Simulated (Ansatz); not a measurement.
The system is InAs.

```xyz
2
Lattice="0.0000 3.0180 3.0180 3.0180 0.0000 3.0180 3.0180 3.0180 0.0000" Properties=species:S:1:pos:R:3 pbc="T T T"
In    0.0000    0.0000    0.0000
As    4.5270    4.5270    4.5270
```

Program: Ansatz 0.2.0. Alike in all runs: task single point; level HSE06 form with a typed share of exact exchange; potentials or basis Ansatz PAW; no spin polarisation; cell as given; k mesh 4 × 4 × 4; cutoff (eV) 420; smearing fermi-dirac 0.05 eV; the mesh is coarse, so values aren't converged.

Q: Order these runs on this cell by their band gap on the k mesh, lowest first.
A. share of exact exchange 0.4
B. share of exact exchange 0.5
C. share of exact exchange 0.15
D. share of exact exchange 0.3
E. share of exact exchange 0.2

A: C (0.28 eV), E (0.46 eV), D (0.81 eV), A (1.18 eV), B (1.57 eV).

Caveats: all runs use coarse meshes; spin-orbit coupling is left out, which moves the levels of the heavy elements.
